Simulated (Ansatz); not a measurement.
The system is BN.

```
N B
1.0
     2.49824    0.00000    0.00000
    -1.24912    2.16354    0.00000
     0.00000    0.00000    6.63570
N B
2 2
Direct
  0.66667 0.33333 0.25000
  0.33333 0.66667 0.75000
  0.66667 0.33333 0.75000
  0.33333 0.66667 0.25000
```

Program: Ansatz 0.2.0. Alike in all runs: task single point; level HSE06 form with a typed share of exact exchange; potentials or basis Ansatz PAW; no spin polarisation; cell as given; k mesh 6 × 6 × 2; cutoff (eV) 420; smearing fermi-dirac 0.05 eV; the mesh is coarse, so values aren't converged.

Question: Order these runs on this cell by their band gap on the k mesh, lowest first.
A. share of exact exchange 0.2
B. share of exact exchange 0.15
C. share of exact exchange 0.1
D. share of exact exchange 0.05

Answer: D (4.55 eV), C (4.82 eV), B (5.08 eV), A (5.35 eV).

Caveats: all runs use coarse meshes.

A k mesh can miss the band edges.
